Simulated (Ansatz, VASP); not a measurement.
## Cross-check of In3GaP4 (random alloy of the zinc-blende GaP-InP line, x = 0.75) between VASP and Ansatz

One calculation is typed for both programs; each brings its own data sets. How far apart do they land? Of the first pair: The structure shown is the start of the Ansatz relaxation below; VASP solves that cell, so the two are compared at the walk's first step.

Method: plane waves, with VASP 6.6.1 beside it; RPBE, in Ansatz 0.2.0.

### Step 1. The starting structure

The cell holds 64 atoms: 8 Ga, 32 P and 24 In. Cell: a = 11.695 Å, b = 11.695 Å, c = 11.695 Å, α = 90.0°, β = 90.0°, γ = 90.0°. It derives from InP. Zinc-blende GaP-InP: 64 atoms, 24 of 32 Ga sites given to In at random, cell and internal coordinates interpolated linearly between the end members (Vegard's rule); (so at first; earlier steps may have moved the atoms), displaced by a Gaussian of 0.02 A. Lattice constants are starting values near those of PBE.

### Step 2. Ansatz: relaxation, RPBE

Ansatz runs on its default PAW (the set named soft_2) files.

The two programs are compared at the cell with which this relaxation starts, whose forces are those of its first step.

File input.yaml:

```yaml
crystal:
  lattice:
    - [11.695, 0.0, 0.0]
    - [0.0, 11.695, 0.0]
    - [0.0, 0.0, 11.695]
  atoms:
    - { symbol: Ga, position: [0.00278, 0.99895, 0.9991] }
    - { symbol: P, position: [0.12317, 0.12648, 0.12106] }
    - { symbol: In, position: [0.00298, 0.2487, 0.25055] }
    - { symbol: P, position: [0.12457, 0.3775, 0.37148] }
    - { symbol: In, position: [0.24945, 0.99934, 0.25194] }
    - { symbol: P, position: [0.37312, 0.12471, 0.3735] }
    - { symbol: Ga, position: [0.25007, 0.251, 0.99812] }
    - { symbol: P, position: [0.37696, 0.37654, 0.12586] }
    - { symbol: Ga, position: [0.00154, 0.99883, 0.49979] }
    - { symbol: P, position: [0.1234, 0.12454, 0.62591] }
    - { symbol: In, position: [0.99882, 0.24932, 0.74882] }
    - { symbol: P, position: [0.12355, 0.37385, 0.87498] }
    - { symbol: Ga, position: [0.24809, 0.0004, 0.75284] }
    - { symbol: P, position: [0.37627, 0.12467, 0.87348] }
    - { symbol: In, position: [0.24872, 0.25289, 0.50009] }
    - { symbol: P, position: [0.37391, 0.37533, 0.62859] }
    - { symbol: In, position: [0.00021, 0.50106, 0.00051] }
    - { symbol: P, position: [0.1244, 0.62305, 0.1244] }
    - { symbol: Ga, position: [0.99964, 0.751, 0.25143] }
    - { symbol: P, position: [0.12659, 0.87549, 0.37651] }
    - { symbol: In, position: [0.24871, 0.50214, 0.25088] }
    - { symbol: P, position: [0.37449, 0.62584, 0.37487] }
    - { symbol: In, position: [0.25194, 0.7526, 0.00374] }
    - { symbol: P, position: [0.37261, 0.87253, 0.12414] }
    - { symbol: In, position: [0.00027, 0.5015, 0.50054] }
    - { symbol: P, position: [0.12154, 0.62448, 0.62642] }
    - { symbol: In, position: [0.00039, 0.7513, 0.74962] }
    - { symbol: P, position: [0.12466, 0.87532, 0.8757] }
    - { symbol: Ga, position: [0.25034, 0.5002, 0.74885] }
    - { symbol: P, position: [0.37565, 0.62521, 0.87693] }
    - { symbol: In, position: [0.25205, 0.75032, 0.49936] }
    - { symbol: P, position: [0.37391, 0.87572, 0.62513] }
    - { symbol: In, position: [0.49941, 7.0e-05, 0.99894] }
    - { symbol: P, position: [0.62619, 0.12424, 0.12709] }
    - { symbol: In, position: [0.50069, 0.25102, 0.24813] }
    - { symbol: P, position: [0.62529, 0.37627, 0.37337] }
    - { symbol: In, position: [0.74954, 6.0e-05, 0.24765] }
    - { symbol: P, position: [0.87554, 0.12645, 0.37353] }
    - { symbol: In, position: [0.7506, 0.24776, 0.99993] }
    - { symbol: P, position: [0.87224, 0.37692, 0.1257] }
    - { symbol: In, position: [0.49996, 0.99867, 0.50218] }
    - { symbol: P, position: [0.62836, 0.12182, 0.62711] }
    - { symbol: In, position: [0.50278, 0.25058, 0.74795] }
    - { symbol: P, position: [0.62648, 0.37469, 0.87397] }
    - { symbol: In, position: [0.7479, 0.00094, 0.75136] }
    - { symbol: P, position: [0.87393, 0.12589, 0.87304] }
    - { symbol: In, position: [0.75137, 0.25008, 0.49968] }
    - { symbol: P, position: [0.87483, 0.37649, 0.62628] }
    - { symbol: Ga, position: [0.50091, 0.50024, 0.00013] }
    - { symbol: P, position: [0.62606, 0.6254, 0.12617] }
    - { symbol: Ga, position: [0.49947, 0.74584, 0.25178] }
    - { symbol: P, position: [0.62874, 0.87575, 0.37483] }
    - { symbol: In, position: [0.74977, 0.4998, 0.25003] }
    - { symbol: P, position: [0.87308, 0.62412, 0.37329] }
    - { symbol: In, position: [0.75043, 0.74949, 0.00085] }
    - { symbol: P, position: [0.8747, 0.87669, 0.12537] }
    - { symbol: In, position: [0.50375, 0.49676, 0.49889] }
    - { symbol: P, position: [0.62654, 0.62932, 0.62457] }
    - { symbol: In, position: [0.50007, 0.74961, 0.75228] }
    - { symbol: P, position: [0.62451, 0.87616, 0.87445] }
    - { symbol: In, position: [0.74782, 0.50054, 0.75086] }
    - { symbol: P, position: [0.87721, 0.62481, 0.87394] }
    - { symbol: In, position: [0.75096, 0.75041, 0.50048] }
    - { symbol: P, position: [0.87487, 0.87698, 0.62563] }
kpoints:
  mp_grid: { grid: [1, 1, 1] }
hamiltonian:
  xc: rpbe
scf:
  occupations: { method: fixed }
output:
  forces: true
relax:
  f_tol: 0.05
  max_steps: 150
  cell: {}
```

Launch:

```console
$ ansatz run input.yaml --threads 4 --pin off --max-ram 8192MiB --backend cpu --events-out ev --progress --plain --runs-dir out
```

Numbers of over 12 decimals in the logs are rounded to 6 here.

The log of the run:

```text
Engine: ansatz 0.2.0, aarch64-unknown-linux-gnu
Pseudopotentials: kind: paw
Pseudopotential: Ga, paw, valence charge 13, recommended cutoff 420 eV (normal), Ga.paw.azcp
Pseudopotential: P, paw, valence charge 5, recommended cutoff 420 eV (normal), P.paw.azcp
Pseudopotential: In, paw, valence charge 13, recommended cutoff 420 eV (normal), In.paw.azcp
Functional definition: RPBE
  parameter kappa = 0.804
  parameter beta = 0.066725
  exchange = rpbe_x(kappa = kappa, mu = beta*pi^2/3)
  correlation = pbe_c(beta = beta)
Crystal: 64 atoms, lattice volume = 1599.561 Å³
Basis set: ecut = 420 eV, 31343 PW (Γ), exchange–correlation on 160×160×160 points (8 copies of the dense FFT grid, shifted against one another)
Bands: 352, of which v1, the nominal top of the filled ones, is band 288 counted from 1 (287 counted from 0)
Symmetry: 1 space group operations
Space group: P1 (ITA 1), of the structure as read, at distance tolerance 1.2e-4 Å
k-points: 1
Non-local potential: Ga, projectors of the file, l = 0: 2, l = 1: 2, l = 2: 3, l = 3: 1
Non-local potential: P, projectors of the file, l = 0: 2, l = 1: 2, l = 2: 2
Non-local potential: In, projectors of the file, l = 0: 2, l = 1: 2, l = 2: 2, l = 3: 2
PAW form: soft (Blöchl's): semilocal exchange-correlation on the pseudo side does not see the compensation charge
PAW frozen core: Ga, regenerated for the run's functional, and the local potential with it (the file was generated under x = pbe(κ = 0.804, μ = 0.219515), c = pbe(β = 0.066725))
PAW frozen core: P, regenerated for the run's functional, and the local potential with it (the file was generated under x = pbe(κ = 0.804, μ = 0.219515), c = pbe(β = 0.066725))
PAW frozen core: In, regenerated for the run's functional, and the local potential with it (the file was generated under x = pbe(κ = 0.804, μ = 0.219515), c = pbe(β = 0.066725))
PAW one-centre angular grid: Ga, 590 points (default); XC on 64 Gauss nodes
PAW one-centre angular grid: P, 110 points (default); XC on 64 Gauss nodes
PAW one-centre angular grid: In, 590 points (default); XC on 64 Gauss nodes
Initial density: superposition of atomic densities (neutral atoms: chi_scale 0, normalization atom), corrected by the library's trained network
Initial wavefunctions: pseudopotential atomic-orbital guess
Functional: x = rpbe, c = pbe(β = 0.066725)
SCF iter   1: F=—  HF=-189156.947303 eV  |F-HF|=—  |Δ(HF+E_count)|=         —  Δρ=3.51e-3  dr2=1.41e-1  ethr=1.77e-3  ⟨swp⟩=5.0  Hψ=1250  notcnv=0  defer=59
preconditioner: auto → Resta (q_TF=auto, 2.301 Å⁻¹)  ε∞=3.7  [insulator: Δε(μ)=0.709 eV  Ē_g=13.484 eV  n_scr=340 (ndim 8)  ℏωp=22.3 eV  f_vac=0.025  ε∞_Penn≈3.7]
SCF iter   2: F=—  HF=-189156.915251 eV  |F-HF|=—  |Δ(HF+E_count)|=   3.21e-2  Δρ=1.54e-3  dr2=3.30e-2  ethr=2.46e-5  ⟨swp⟩=3.0  Hψ=676  notcnv=0  defer=62
SCF iter   3: F=—  HF=-189156.918057 eV  |F-HF|=—  |Δ(HF+E_count)|=   2.81e-3  Δρ=5.70e-4  dr2=3.90e-3  ethr=5.73e-6  ⟨swp⟩=3.0  Hψ=584  notcnv=0  defer=62
SCF iter   4: F=—  HF=-189156.917626 eV  |F-HF|=—  |Δ(HF+E_count)|=   4.31e-4  Δρ=1.93e-4  dr2=6.92e-4  ethr=6.77e-7  ⟨swp⟩=2.0  Hψ=583  notcnv=0  defer=62
SCF iter   5: F=—  HF=-189156.918545 eV  |F-HF|=—  |Δ(HF+E_count)|=   9.19e-4  Δρ=6.67e-5  dr2=1.01e-4  ethr=1.20e-7  ⟨swp⟩=2.0  Hψ=581  notcnv=0  defer=62
SCF iter   6: F=—  HF=-189156.918823 eV  |F-HF|=—  |Δ(HF+E_count)|=   2.78e-4  Δρ=1.96e-5  dr2=1.65e-5  ethr=1.75e-8  ⟨swp⟩=3.0  Hψ=428  notcnv=0  defer=62
SCF iter   7: F=—  HF=-189156.918370 eV  |F-HF|=—  |Δ(HF+E_count)|=   4.53e-4  Δρ=7.72e-6  dr2=2.22e-6  ethr=2.87e-9  ⟨swp⟩=3.0  Hψ=486  notcnv=0  defer=62
SCF iter   8: F=-189156.918372 eV  HF=-189156.918372 eV  |F-HF|=2.29e-7  |Δ(HF+E_count)|=   2.26e-6  Δρ=2.15e-6  dr2=8.20e-8  ethr=1.74e-11  ⟨swp⟩=4.0  Hψ=1209  notcnv=0
SCF 1 converged in 8 iterations: F = -189156.918372 eV  dr2 = 8.20e-8
  greatest PAW one-centre occupation: 0.995 electrons in one spin orbital (limit 2), on the Ga atom at site 50 (counted from 0), in its partial waves of l = 2
relax step   1: F+E_penalty+E_count = -189156.91837229 eV  Δ(F+E_penalty+E_count) = +0.000e0 eV  max|allowed force component| = 1.525e0 eV/Å  Δτ_max = 0.0000 Å  P = +2.582 GPa  Ω = 1599.561 Å³  (8 SCF iters, dr2 threshold 1.00e-7 eV, accepted)
Crystal: 64 atoms, lattice volume = 1670.360 Å³
Basis set: ecut = 420 eV, 32615 PW (Γ), exchange–correlation on 160×160×160 points (8 copies of the dense FFT grid, shifted against one another)
Initial density: handed on by an earlier stage of this run
Initial wavefunctions: those handed on with the density
iter 1 solved again at ethr=1.91e-4 eV; its pass at ethr=3.10e-3 eV (dr2=1.10e0 eV) is discarded
SCF iter   1: F=—  HF=-189159.842488 eV  |F-HF|=—  |Δ(HF+E_count)|=         —  Δρ=7.63e-3  dr2=1.11e0  ethr=1.91e-4  ⟨swp⟩=2.0  Hψ=1338  notcnv=0  defer=59
[...]
atom  12  P      0.00080170    -0.00102319     0.00069945
  atom  13  Ga    -0.00092312    -0.00184531    -0.00085076
  atom  14  P      0.00139099     0.00091284     0.00324470
  atom  15  In    -0.00094882    -0.00090127     0.00440533
  atom  16  P      0.00174458    -0.00137374    -0.00231312
  atom  17  In     0.00382707    -0.00192527    -0.00105725
  atom  18  P     -0.00259466     0.00017151     0.00275324
  atom  19  Ga     0.00551235    -0.00135598    -0.00035996
  atom  20  P      0.00000062     0.00107117    -0.00002129
  atom  21  In     0.00043513    -0.00032606    -0.00184681
  atom  22  P     -0.00015713     0.00094412     0.00123926
  atom  23  In     0.00069340    -0.00127369    -0.00466018
  atom  24  P      0.00177878     0.00000174    -0.00008150
  atom  25  In     0.00229089     0.00089447    -0.00003858
  atom  26  P     -0.00200557    -0.00083434    -0.00032087
  atom  27  In     0.00191748     0.00231297     0.00001458
  atom  28  P     -0.00268797    -0.00112398     0.00077183
  atom  29  Ga     0.00138475    -0.00232758    -0.00015293
  atom  30  P      0.00223394     0.00270269     0.00025027
  atom  31  In    -0.00199088    -0.00089783    -0.00276185
  atom  32  P      0.00030398     0.00217775    -0.00034906
  atom  33  In    -0.00268832     0.00020048    -0.00079953
  atom  34  P      0.00095085     0.00038141     0.00311439
  atom  35  In    -0.00230864     0.00023821    -0.00000167
[...]
atom  57  In    -0.00208015     0.00033628     0.00119922
  atom  58  P      0.00226468    -0.00041055     0.00021419
  atom  59  In    -0.00205636    -0.00290651     0.00097053
  atom  60  P      0.00357203     0.00088617     0.00082852
  atom  61  In    -0.00034928     0.00106200     0.00013131
  atom  62  P     -0.00384733     0.00154386     0.00198008
  atom  63  In    -0.00213584    -0.00197234     0.00364679
  atom  64  P     -0.00066220    -0.00062924    -0.00105297
  max |Σ_I F_I| component: 2.49e-7 eV/Å
--- Stress (GPa, compression-positive) ---
        0.005557      -0.000530      -0.004628
       -0.000530       0.003685       0.004945
       -0.004628       0.004945       0.004396
  P = ⅓ Tr σ = 0.0045 GPa (0.045 kbar)
--- Relaxed structure (4 steps of the walk, 4 accepted, 1 SCFs on fresh bases) ---
  F+E_penalty+E_count = -189159.84643178 eV   max|allowed force component| = 5.867e-3 eV/Å   (the final SCF, on the basis selected at the relaxed cell)
  cell:  # Å, volume = 1645.2063 Å³
    - [11.815272, -0.00110377, -0.000477278]
    - [-0.00110377, 11.802910, -0.0018669]
    - [-0.000477278, -0.0018669, 11.797434]
  atoms:
    - { symbol: Ga, position: [0.0062865, 1.001473, 0.999499] }
    - { symbol: P, position: [0.128162, 0.126499, 0.110655] }
    - { symbol: In, position: [0.0029664, 0.245784, 0.247930] }
    - { symbol: P, position: [0.127446, 0.374717, 0.373527] }
    - { symbol: In, position: [0.246276, 0.998426, 0.247849] }
    - { symbol: P, position: [0.373002, 0.125959, 0.373656] }
    - { symbol: Ga, position: [0.249901, 0.250002, 0.993951] }
    - { symbol: P, position: [0.371967, 0.373697, 0.110464] }
    - { symbol: Ga, position: [0.00196145, 0.996595, 0.499676] }
    - { symbol: P, position: [0.124572, 0.110202, 0.623925] }
    - { symbol: In, position: [1.006135, 0.245475, 0.752033] }
    - { symbol: P, position: [0.137279, 0.375061, 0.875000] }
    - { symbol: Ga, position: [0.244810, 0.00196329, 0.752281] }
    - { symbol: P, position: [0.360759, 0.123813, 0.874463] }
    - { symbol: In, position: [0.247765, 0.247941, 0.504095] }
    - { symbol: P, position: [0.367643, 0.382303, 0.630510] }
    - { symbol: In, position: [0.00434047, 0.501004, 0.000606873] }
    - { symbol: P, position: [0.118531, 0.634638, 0.132031] }
    - { symbol: Ga, position: [1.000398, 0.755510, 0.249656] }
    - { symbol: P, position: [0.113277, 0.875002, 0.375194] }
    - { symbol: In, position: [0.251763, 0.502734, 0.245543] }
    - { symbol: P, position: [0.379676, 0.633297, 0.368672] }
    - { symbol: In, position: [0.249934, 0.750418, 0.000775985] }
    - { symbol: P, position: [0.380155, 0.868102, 0.131625] }
    - { symbol: In, position: [0.0031907, 0.502481, 0.500352] }
    - { symbol: P, position: [0.134467, 0.618208, 0.634787] }
    - { symbol: In, position: [0.00503198, 0.753984, 0.750336] }
    - { symbol: P, position: [0.127274, 0.887172, 0.876631] }
    - { symbol: Ga, position: [0.252635, 0.497403, 0.754790] }
    - { symbol: P, position: [0.372602, 0.613188, 0.876679] }
    - { symbol: In, position: [0.248149, 0.752299, 0.501444] }
    - { symbol: P, position: [0.365931, 0.882272, 0.634904] }
    - { symbol: In, position: [0.495757, -0.000171035, 1.000037] }
    - { symbol: P, position: [0.626136, 0.122936, 0.125567] }
    - { symbol: In, position: [0.497951, 0.252260, 0.245593] }
    - { symbol: P, position: [0.625246, 0.375170, 0.375202] }
    - { symbol: In, position: [0.755062, -0.00455002, 0.249833] }
    - { symbol: P, position: [0.883647, 0.116978, 0.381810] }
    - { symbol: In, position: [0.750339, 0.250187, 1.000768] }
    - { symbol: P, position: [0.875980, 0.375815, 0.125860] }
    - { symbol: In, position: [0.497176, 0.998019, 0.500319] }
    - { symbol: P, position: [0.623206, 0.125896, 0.627826] }
    - { symbol: In, position: [0.493596, 0.252468, 0.754328] }
    - { symbol: P, position: [0.617555, 0.381238, 0.883354] }
    - { symbol: In, position: [0.754636, 0.0001819, 0.750355] }
    - { symbol: P, position: [0.882832, 0.119092, 0.883345] }
    - { symbol: In, position: [0.752664, 0.247831, 0.500800] }
    - { symbol: P, position: [0.877235, 0.374593, 0.627903] }
    - { symbol: Ga, position: [0.493886, 0.499037, -0.000555517] }
    - { symbol: P, position: [0.609534, 0.624580, 0.122739] }
    - { symbol: Ga, position: [0.498923, 0.747654, 0.247278] }
    - { symbol: P, position: [0.617439, 0.867998, 0.366316] }
    - { symbol: In, position: [0.747419, 0.504756, 0.247507] }
    - { symbol: P, position: [0.882899, 0.632630, 0.366305] }
    - { symbol: In, position: [0.750214, 0.750506, 0.00410451] }
    - { symbol: P, position: [0.890694, 0.876259, 0.122839] }
    - { symbol: In, position: [0.498151, 0.503062, 0.499759] }
    - { symbol: P, position: [0.626213, 0.628461, 0.624018] }
    - { symbol: In, position: [0.495622, 0.748491, 0.752654] }
    - { symbol: P, position: [0.625156, 0.875320, 0.875224] }
    - { symbol: In, position: [0.747935, 0.500726, 0.752613] }
    - { symbol: P, position: [0.876827, 0.626936, 0.875357] }
    - { symbol: In, position: [0.752335, 0.752582, 0.494397] }
    - { symbol: P, position: [0.882248, 0.880118, 0.617604] }
```

Reading the cycles: dr2 is the Hartree energy of the density residual (eV), the measure of convergence; HF is the Harris–Foulkes estimate of the energy, which meets the free energy F at convergence.

(Part 1 of 2 ends here.)

[Lines on the potential files, build, host, timing and source positions are cut from VASP's logs without a mark.]

[Logs are printed without paths, hosts, clocks, repeated set-up lines and the standing remarks that a program may print on its own settings, such as how far it seeks lower states.]

[Hosts, paths, dates, database ids (printed as entryN), source tags and the programs' standing remarks are cut or masked in the printed files.]
